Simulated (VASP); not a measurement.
# ZrB2 (P6/mmm) in VASP: density of states with PBE

Aim: the density of states of ZrB2 with PBE.

All numbers are computed with VASP 6.6.1; they aren't measurements. Logs are shortened: lines on timing, memory, paths and dates and some standing lists are left out, and cuts for length are marked.

## 1. The structure

The structure is hexagonal, space group P6/mmm (No. 191). Conventional cell: a = 3.172 Å, b = 3.172 Å, c = 3.543 Å, α = 90.00°, β = 90.00°, γ = 120.00°. Zr (site symmetry 6/mmm) has 12 B at 2.55 Å as nearest neighbours. Around B (site symmetry -6m2) lie 3 B at 1.83 Å.

## 2. Density of states, PBE

POSCAR

```
ZrB2                                    
1.0
    3.1722523751      0.0000000000      0.0000000000
   -1.5861261875      2.7472511440      0.0000000000
    0.0000000000      0.0000000000      3.5426318341
  Zr              B             
     1     2
Direct
     0.0000000000000000    0.0000000000000000    0.0000000000000000
     0.3333333300000021    0.6666666699999979    0.5000000000000000
     0.6666666699999979    0.3333333300000021    0.5000000000000000
```

INCAR.step1

```
SYSTEM = ZrB2
PREC = Accurate ; ENCUT = 520
EDIFF = 1E-7 ; ISMEAR = 0
SIGMA = 0.1 ; LREAL = .FALSE.
LASPH = .TRUE. ; NELM = 80
ALGO = Fast ; ISIF = 2
LWAVE = .FALSE. ; LCHARG = .TRUE.
LMAXMIX = 4 ; GGA = PE
NBANDS = 16
```

KPOINTS.step1

```
regular mesh
0
G
  9 9 8
  0 0 0
```

INCAR.step2

```
SYSTEM = ZrB2
PREC = Accurate ; ENCUT = 520
EDIFF = 1E-7 ; ISMEAR = -5
SIGMA = 0.1 ; LREAL = .FALSE.
LASPH = .TRUE. ; NELM = 80
ALGO = Fast ; ISIF = 2
LWAVE = .FALSE. ; LCHARG = .FALSE.
LMAXMIX = 4 ; GGA = PE
LORBIT = 11 ; NBANDS = 16
NEDOS = 2001 ; ICHARG = 11
```

KPOINTS.step2

```
regular mesh
0
G
  14 14 12
  0 0 0
```

Potentials or basis: VASP PAW PBE potentials, release 64 (Zr_sv, B).

On the command line:

```
$ cat potpaw_PBE.64/Zr_sv/POTCAR potpaw_PBE.64/B/POTCAR > POTCAR
$ cp INCAR.step1 INCAR
$ cp KPOINTS.step1 KPOINTS
$ mpirun -np 1 vasp_std > vasp.out
$ cp INCAR.step2 INCAR
$ cp KPOINTS.step2 KPOINTS
$ mpirun -np 1 vasp_std > vasp.out
```

OUTCAR:

```text
SYSTEM = ZrB2
   PREC = Accurate
   ENCUT = 520
   EDIFF = 1E-7
   ISMEAR = -5
   LREAL = .FALSE.
   LASPH = .TRUE.
   NELM = 80
   ISIF = 2
   GGA = PE
   LORBIT = 11
   ICHARG = 11

 ion  position               nearest neighbor table
   1  0.000  0.000  0.000-   2 2.55   3 2.55   2 2.55   3 2.55   2 2.55   2 2.55   3 2.55   3 2.55
                             3 2.55   3 2.55   2 2.55   2 2.55
   2  0.333  0.667  0.500-   3 1.83   3 1.83   3 1.83   1 2.55   1 2.55   1 2.55   1 2.55   1 2.55
                             1 2.55
   3  0.667  0.333  0.500-   2 1.83   2 1.83   2 1.83   1 2.55   1 2.55   1 2.55   1 2.55   1 2.55
                             1 2.55

  LATTYP: Found a hexagonal cell.
 ALAT       =     3.1722523751
 C/A-ratio  =     1.1167559876

  Lattice vectors:

 A1 = (   3.1722523751,   0.0000000000,   0.0000000000)
 A2 = (  -1.5861261875,   2.7472511440,   0.0000000000)
 A3 = (   0.0000000000,   0.0000000000,   3.5426318341)

Analysis of symmetry for initial positions (statically):
=====================================================================
 Subroutine PRICEL returns:
 Original cell was already a primitive cell.

 Routine SETGRP: Setting up the symmetry group for a
 hexagonal supercell.

 Subroutine GETGRP returns: Found 24 space group operations
 (whereof 24 operations were pure point group operations)
 out of a pool of 24 trial point group operations.

The static configuration has the point symmetry D_6h.

Analysis of symmetry for dynamics (positions and initial velocities):
=====================================================================
 Subroutine PRICEL returns:
 Original cell was already a primitive cell.

 Routine SETGRP: Setting up the symmetry group for a
 hexagonal supercell.

 Subroutine GETGRP returns: Found 24 space group operations
 (whereof 24 operations were pure point group operations)
 out of a pool of 24 trial point group operations.

The dynamic configuration has the point symmetry D_6h.

 Subroutine INISYM returns: Found 24 space group operations
 (whereof 24 operations are pure point group operations),
 and found     1 'primitive' translations

----------------------------------------------------------------------------------------

                                     Primitive cell

  volume of cell :      30.8739

  direct lattice vectors                    reciprocal lattice vectors
     3.172252375  0.000000000  0.000000000     0.315233431  0.182000106  0.000000000
    -1.586126187  2.747251144  0.000000000     0.000000000  0.364000212  0.000000000
     0.000000000  0.000000000  3.542631834     0.000000000  0.000000000  0.282276016

  length of vectors
     3.172252375  3.172252375  3.542631834     0.364000212  0.364000212  0.282276016

  position of ions in fractional coordinates (direct lattice)
     0.000000000  0.000000000  0.000000000
     0.333333330  0.666666670  0.500000000
     0.666666670  0.333333330  0.500000000

  ion indices of the primitive-cell ions
   primitive index   ion index
                 1           1
                 2           2
                 3           3

----------------------------------------------------------------------------------------

 KPOINTS: regular mesh

Automatic generation of k-mesh.
 Grid dimensions read from file:
 generate k-points for:   14   14   12

 Generating k-lattice:

  Cartesian coordinates                     Fractional coordinates (reciprocal lattice)
     0.022516674  0.013000008  0.000000000     0.071428571  0.000000000  0.000000000
     0.000000000  0.026000015  0.000000000     0.000000000  0.071428571  0.000000000
     0.000000000  0.000000000  0.023523001     0.000000000  0.000000000  0.083333333

  Length of vectors
     0.026000015  0.026000015  0.023523001

  Shift w.r.t. Gamma in fractional coordinates (k-lattice)
     0.000000000  0.000000000  0.000000000

 TETIRR: Found   2436 inequivalent tetrahedra from    14112

 Subroutine IBZKPT returns following result:
 ===========================================

 Found    168 irreducible k-points:

 Following reciprocal coordinates:
            Coordinates               Weight
  0.000000  0.000000  0.000000      1.000000
  0.071429  0.000000  0.000000      6.000000
  0.142857  0.000000  0.000000      6.000000
  0.214286  0.000000  0.000000      6.000000
  0.285714  0.000000  0.000000      6.000000
  0.357143  0.000000  0.000000      6.000000
[... 16 lines left out ...]
  0.285714  0.285714  0.000000      6.000000
  0.357143  0.285714  0.000000      6.000000
 [... further k-points ...]
   k-points           NKPTS =    168   k-points in BZ     NKDIM =    168   number of bands    NBANDS=     16
   number of dos      NEDOS =   2001   number of ions     NIONS =      3
   total plane-waves  NPLWV =  16128
   dimension x,y,z NGX =    24 NGY =   24 NGZ =   28
   dimension x,y,z NGXF=    48 NGYF=   48 NGZF=   56
   ions per type =               1   2
   NGX,Y,Z   is equivalent  to a cutoff of  12.58, 12.58, 13.14 a.u.
   NGXF,Y,Z  is equivalent  to a cutoff of  25.16, 25.16, 26.28 a.u.
 SYSTEM =  ZrB2
   PREC   = accura    normal or accurate (medium, high low for compatibility)
   ISTART =      0    job   : 0-new  1-cont  2-samecut
   ICHARG =     11    charge: 1-file 2-atom 10-const
   ISPIN  =      1    spin polarized calculation?
   LNONCOLLINEAR =      F non collinear calculations
   LSORBIT =      F    spin-orbit coupling
   LASPH  =      T    aspherical Exc in radial PAW
   ENCUT  =  520.0 eV  38.22 Ry    6.18 a.u.   5.90  5.90  6.59*2*pi/ulx,y,z
   NELM   =     80;   NELMIN=  2; NELMDL=  0     # of ELM steps
   EDIFF  = 0.1E-06   stopping-criterion for ELM
   LREAL  =      F    real-space projection
   EDIFFG = 0.1E-05   stopping-criterion for IOM
   NSW    =      0    number of steps for IOM
   IBRION =     -1    ionic relax: 0-MD 1-quasi-New 2-CG
   NFREE  =      0    steps in history (QN), initial steepest desc. (CG)
   ISIF   =      2    stress and relaxation
   ISYM   =      2    0-nonsym 1-usesym 2-fastsym
   POTIM  = 0.5000    time-step for ionic-motion
   TEBEG  =    0.0;   TEEND  =   0.0 temperature during run
   PSTRESS=    0.0 pullay stress
   NELECT =      18.0000    total number of electrons
   NUPDOWN=      -1.0000    fix difference up-down
   EMIN   =  10.00;   EMAX   =-10.00  energy-range for DOS
   EFERMI =   0.00;   METHOD = LEGACY
   ISMEAR =    -5;   SIGMA  =   0.10  broadening in eV -4-tet -1-fermi 0-gaus
   EFERMI_NEDOS =   21; number of points for ismear=-14 and -15
   IALGO  =     68    algorithm
   IMIX   =      4    mixing-type and parameters
     AMIX     =   0.40;   BMIX     =  1.00
     AMIX_MAG =   1.60;   BMIX_MAG =  1.00
  volume/ion in A,a.u.               =      10.29        69.45
  Fermi-wavevector in a.u.,A,eV,Ry     =   1.367629  2.584444 25.448460  1.870409
  Thomas-Fermi vector in A             =   2.493665
   LORBIT       =     11    0 simple, 1 ext, 2 COOP (PROOUT), +10 PAW based schemes
   GGA     = PE    functional components
   LHFCALC =     F    Hartree Fock is set to
   AEXX    =    0.0000 exact exchange contribution
   IVDW    =     0    specifies the selected vdW correction
   LEPSILON=     F    determine dielectric tensor
   LRPA    =     F    only Hartree local field effects (RPA)
 non-spin polarized calculation
 RMM-DIIS sequential band-by-band and
 Fermi weights with tetrahedron method with Bloechl corrections
  energy-cutoff  :      520.00
  volume of cell :       30.87
 maximum number of plane-waves:       848
 NGX is ok and might be reduce to    24

 number of electron      18.0000000 magnetization

 Free energy of the ion-electron system (eV)
  ---------------------------------------------------
  ext. energy  EPLUGINS =         0.00000000
  ---------------------------------------------------
  free energy    TOTEN  =       -24.97806705 eV

  energy without entropy =      -24.97806705  energy(sigma->0) =      -24.97806705

 E-fermi :  10.6422     XC(G=0): -12.4234

 val. band max:       10.6454664168   @ k =   0.0714   0.0714   0.3333
 cond. band min:      10.4341544042   @ k =   0.1429   0.1429   0.1667
 fundamental gap:     -0.2113120127
 Fermi energy:        10.6422104175

 k-point     1 :       0.0000    0.0000    0.0000
  band No.  band energies     occupation
      1     -38.1650      2.00000
      2     -16.3497      2.00000
      3     -15.8002      2.00000
      4     -15.8002      2.00000
      5      -2.2329      2.00000
      6       7.8713      2.00000
[... 8 lines left out ...]
     15      15.6231      0.00000
     16      15.6231      0.00000

 k-point     2 :       0.0714    0.0000    0.0000
  band No.  band energies     occupation
      1     -38.1594      2.00000
      2     -16.3413      2.00000
      3     -15.8497      2.00000
      4     -15.8109      2.00000
      5      -2.1309      2.00000
      6       7.5651      2.00000
[... 8 lines left out ...]
     15      16.0575      0.00000
     16      16.3271      0.00000

 k-point     3 :       0.1429    0.0000    0.0000
  band No.  band energies     occupation
      1     -38.1435      2.00000
      2     -16.3177      2.00000
      3     -15.9861      2.00000
      4     -15.8408      2.00000
      5      -1.8334      2.00000
      6       6.8039      2.00000
[... 8 lines left out ...]
     15      16.9039      0.00000
     16      17.3447      0.00000

 k-point     4 :       0.2143    0.0000    0.0000
  band No.  band energies     occupation
      1     -38.1206      2.00000
      2     -16.2834      2.00000
      3     -16.1778      2.00000
      4     -15.8836      2.00000
      5      -1.3628      2.00000
      6       5.8350      2.00000
[... 8 lines left out ...]
     15      17.2901      0.00000
     16      18.4001      0.00000

 k-point     5 :       0.2857    0.0000    0.0000
  band No.  band energies     occupation
      1     -38.0950      2.00000
      2     -16.3836      2.00000
      3     -16.2450      2.00000
      4     -15.9306      2.00000
      5      -0.7468      2.00000
      6       4.8006      2.00000
[... 8 lines left out ...]
     15      18.0142      0.00000
     16      20.0487      0.00000

 k-point     6 :       0.3571    0.0000    0.0000
  band No.  band energies     occupation
      1     -38.0718      2.00000
      2     -16.5635      2.00000
      3     -16.2102      2.00000
      4     -15.9726      2.00000
      5      -0.0122      2.00000
      6       3.7626      2.00000
[... 8 lines left out ...]
     15      19.0521      0.00000
     16      20.1063      0.00000
[... 267 lines left out ...]
 k-point    21 :       0.2857    0.2143    0.0000
  band No.  band energies     occupation
      1     -38.0499      2.00000
      2     -16.5693      2.00000
      3     -16.1872      2.00000
      4     -16.1775      2.00000
      5       0.9487      2.00000
      6       3.5426      2.00000
[... 8 lines left out ...]
     15      18.8116      0.00000
     16      20.4083      0.00000

 k-point    22 :       0.3571    0.2143    0.0000
  band No.  band energies     occupation
      1     -38.0411      2.00000
      2     -16.6003      2.00000
      3     -16.2407      2.00000
      4     -16.1642      2.00000
      5       1.8058      2.00000
      6       2.7007      2.00000
[... 8 lines left out ...]
     15      19.7975      0.00000
     16      20.3963      0.00000

 k-point    23 :       0.2857    0.2857    0.0000
  band No.  band energies     occupation
      1     -38.0398      2.00000
      2     -16.5482      2.00000
      3     -16.3082      2.00000
      4     -16.1624      2.00000
      5       1.7502      2.00000
      6       3.2036      2.00000
[... 8 lines left out ...]
     15      20.5370      0.00000
     16      21.1909      0.00000

 k-point    24 :       0.3571    0.2857    0.0000
  band No.  band energies     occupation
      1     -38.0362      2.00000
      2     -16.5169      2.00000
      3     -16.3753      2.00000
      4     -16.1570      2.00000
      5       2.5076      2.00000
      6       2.6547      2.00000
[... 8 lines left out ...]
     15      21.2981      0.00000
     16      21.7294      0.00000

 [... further k-points ...]

------------------------ aborting loop because EDIFF is reached ----------------------------------------

  FORCE on cell =-STRESS in cart. coord.  units (eV):
  Direction    XX          YY          ZZ          XY          YZ          ZX
  --------------------------------------------------------------------------------------
  -------------------------------------------------------------------------------------
  Total       -0.0351283     -0.0351283      0.0218717     -0.0000000      0.0000000     -0.0000000
  in kB       -1.8229534     -1.8229534      1.1350110     -0.0000000      0.0000000     -0.0000000
  external PRESSURE =      -0.8369653 kB  Pullay stress =       0.0000000 kB

 VOLUME and BASIS-vectors are now :
 -----------------------------------------------------------------------------
  energy-cutoff  :      520.00
  volume of cell :       30.87
      direct lattice vectors                 reciprocal lattice vectors
     3.172252375  0.000000000  0.000000000     0.315233431  0.182000106  0.000000000
    -1.586126187  2.747251144  0.000000000     0.000000000  0.364000212  0.000000000
     0.000000000  0.000000000  3.542631834     0.000000000  0.000000000  0.282276016

 POSITION                                       TOTAL-FORCE (eV/Angst)
 -----------------------------------------------------------------------------------
      0.00000      0.00000      0.00000        -0.000000      0.000000      0.000000
     -0.00000      1.83150      1.77132         0.000000      0.000000     -0.000000
      1.58613      0.91575      1.77132        -0.000000     -0.000000      0.000000
 -----------------------------------------------------------------------------------
    total drift:                               -0.000000     -0.000000     -0.000000

  FREE ENERGIE OF THE ION-ELECTRON SYSTEM (eV)
  ---------------------------------------------------
  free  energy   TOTEN  =       -24.9780670527 eV

  energy  without entropy=      -24.9780670527  energy(sigma->0) =      -24.97806705

 total charge

# of ion       s       p       d       tot
------------------------------------------
    1        2.167   6.029   1.766   9.962
    2        0.664   1.237   0.000   1.901
    3        0.664   1.237   0.000   1.901
--------------------------------------------------
tot          3.495   8.502   1.766  13.763
```

Wall time 88 s (1 thread of Intel Xeon Platinum 8375C at 2.90GHz (Ice Lake), shared host); peak memory 0.19 GiB.

Results:

```
Valence electrons inside the program's atomic spheres : Zr 9.96; B 1.90
```

States per cell in windows of 1 eV (zero at the Fermi level; states under -8 eV left out):
```tsv
from (eV)	total	Zr1_d	B2_p	B3_p	B2_s	B3_s	Zr1_s
-8.0	0.66	0.05	0.07	0.07	0.09	0.09	0.01
-7.0	0.56	0.05	0.08	0.08	0.05	0.05	0.02
-6.0	0.83	0.09	0.14	0.14	0.03	0.03	0.04
-5.0	1.29	0.19	0.24	0.24	0.02	0.02	0.03
-4.0	2.02	0.39	0.34	0.34	0.01	0.01	0.02
-3.0	1.47	0.43	0.19	0.19	0.00	0.00	0.00
-2.0	0.74	0.33	0.06	0.06	0.00	0.00	0.00
-1.0	0.20	0.10	0.01	0.01	0.00	0.00	0.00
0.0	0.59	0.30	0.05	0.05	0.00	0.00	0.00
1.0	1.19	0.58	0.09	0.09	0.01	0.01	0.01
2.0	1.30	0.77	0.07	0.07	0.01	0.01	0.01
3.0	1.60	0.97	0.09	0.09	0.02	0.02	0.01
4.0	1.94	1.23	0.09	0.09	0.05	0.05	0.02
5.0	1.38	0.64	0.12	0.12	0.05	0.05	0.03
6.0	1.73	0.66	0.17	0.17	0.08	0.08	0.05
7.0	1.46	0.41	0.16	0.16	0.10	0.10	0.07
```

Caveat: tetrahedron occupations give inexact forces and stress in metals.
